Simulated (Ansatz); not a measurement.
An Ansatz input:

```yaml
crystal:
  lattice:
    - [4.6324895871, 0.0, 0.0]
    - [-2.3162447935, 4.0118536652, 0.0]
    - [0.0, 0.0, 5.8869033509]
  atoms:
    - { symbol: Te, position: [0.2535874855, 0.0, 0.3333333333] }
    - { symbol: Te, position: [1.0, 0.2535874855, 0.6666666667] }
    - { symbol: Te, position: [0.7464125145, 0.7464125145, 0.0] }
hamiltonian:
  xc: r2scan
  pseudopotentials:
    kind: paw
    azcp:
      Te: "pseudopotentials/Te.paw.azcp"
basis:
  ecutwfc: 500
  fft_grid_basis: typed
kpoints:
  mp_grid: { grid: [7, 7, 5], shift: [0, 0, 0] }
magnetization:
  spin_polarized: false
scf:
  occupations: { method: fermi_dirac, width: 0.05 }
```

Output

```
Engine: ansatz 0.2.0, x86_64-unknown-linux-gnu
Pseudopotentials: kind: paw
Pseudopotential: Te, paw, valence charge 16, recommended cutoff 500 eV (meta_gga) 
Functional definition: r2SCAN
  parameter k0 = 0.174
  parameter k1 = 0.065
  parameter a1 = 4.9479
  exchange = r2scan_x(k0 = k0, k1 = k1, a1 = a1)
  correlation = r2scan_c
Crystal: 3 atoms, lattice volume = 109.407 Å³
Basis set: ecut = 500 eV, 2787 PW (Γ), exchange–correlation on 144×144×180 points (64 copies of the dense FFT grid, shifted against one another)
Bands: 28, of which v1, the nominal top of the filled ones, is band 24 counted from 1 (23 counted from 0)
Symmetry: 6 space group operations
Space group: P3121 (ITA 152), of the structure as read, at distance tolerance 4.8e-5 Å
k-points: 32 of 245 (time reversal used)
Non-local potential: Te, projectors of the file, l = 0: 2, l = 1: 2, l = 2: 2, l = 3: 2
PAW form: soft (Blöchl's): semilocal exchange-correlation on the pseudo side does not see the compensation charge
PAW frozen core: Te, regenerated for the run's functional (the file was generated under x = pbe(κ = 0.804, μ = 0.2195149727645171), c = pbe(β = 0.06672455060314922))
PAW one-centre angular grid: Te, 590 points (default); XC on 160 Gauss nodes
Initial density: superposition of atomic densities (neutral atoms: chi_scale 0, normalization atom), corrected by the library's trained network
Initial wavefunctions: pseudopotential atomic-orbital guess
Functional: x = r2scan, c = r2scan; τ floored in thin density (d = 2e-4 eV/Å³)
SCF iter   1: F=—  HF=-20984.457032 eV  |F-HF|=—  |Δ(HF+E_count)|=         —  Δρ=3.01e-3  dr2=7.34e-3  dr2_τ=3.41e-3  ethr=1.77e-3  ⟨swp⟩=7.3  Hψ=4149  notcnv=0
SCF iter   2: F=—  HF=-20984.467108 eV  |F-HF|=—  |Δ(HF+E_count)|=   1.01e-2  Δρ=1.81e-3  dr2=2.38e-3  dr2_τ=3.53e-5  ethr=1.53e-5  ⟨swp⟩=3.0  Hψ=2089  notcnv=0
SCF iter   3: F=—  HF=-20984.468471 eV  |F-HF|=—  |Δ(HF+E_count)|=   1.36e-3  Δρ=4.90e-4  dr2=1.53e-4  dr2_τ=1.79e-5  ethr=4.96e-6  ⟨swp⟩=2.0  Hψ=1792  notcnv=0
SCF iter   4: F=—  HF=-20984.468381 eV  |F-HF|=—  |Δ(HF+E_count)|=   8.98e-5  Δρ=1.93e-4  dr2=2.54e-5  dr2_τ=9.51e-7  ethr=3.19e-7  ⟨swp⟩=2.0  Hψ=1664  notcnv=0
SCF iter   5: F=—  HF=-20984.468393 eV  |F-HF|=—  |Δ(HF+E_count)|=   1.20e-5  Δρ=3.73e-5  dr2=1.17e-6  dr2_τ=5.23e-8  ethr=5.30e-8  ⟨swp⟩=2.0  Hψ=1664  notcnv=0
SCF iter   6: F=—  HF=-20984.468393 eV  |F-HF|=—  |Δ(HF+E_count)|=   2.33e-7  Δρ=9.22e-6  dr2=1.29e-7  dr2_τ=5.06e-9  ethr=2.43e-9  ⟨swp⟩=2.0  Hψ=1666  notcnv=0
SCF iter   7: F=-20984.468393 eV  HF=-20984.468393 eV  |F-HF|=1.45e-9  |Δ(HF+E_count)|=   1.25e-8  Δρ=1.79e-6  dr2=3.55e-9  dr2_τ=6.49e-11  ethr=2.08e-10  ⟨swp⟩=3.0  Hψ=2080  notcnv=0
SCF 1 converged in 7 iterations: F = -20984.468393 eV  dr2 = 3.55e-9
SCF converged after 7 iterations
Free energy (F): -20984.468393 eV
Harris-Foulkes:  -20984.468393 eV  (|F-HF|=1.45e-9)
Internal energy: -20984.468389 eV  (E = F + TS)
E sigma→0 (E₀):  -20984.468391 eV
Entropy (-TS):   -0.000005 eV (-0.002 meV/atom)
Fermi energy:    7.891062 eV
--- Per-component energies (eV) ---
  E_band       = -880.875345
  E_kinetic    = 538.301339
  E_local      = -4083.237243  (includes V_loc(G=0)·N_el)
  E_nonlocal   = -931.551991
  E_hartree    = 2540.514207
  E_xc         = -343.924964
  E_vxc        = -332.895674  (∫ρ·V_xc dr)
  E_paw        = -14058.566117  (= ΣΔE_a)
  E_vpaw       = -1173.001630  (= ΣTr[D̂ρ^β])
  E_aug_tail   = -0.000105  (compensation charges beyond the density's cutoff)
  E_vtau       = 20.482790  (kinetic-family band-sum trace: ∫τ·v_τ [+ j·A + Jᵃ·Aᵃ] dr)
  E_ewald      = -4646.858081
  E_core_change = 0.854566  (= ΣΔE_core)
  E_smearing   = -0.000005  (= −TS)
  E_closure    = 0.000000  (closes the sum)
  Σ components = -20984.468393   (vs F -20984.468393, Δ=0.00e0)
```
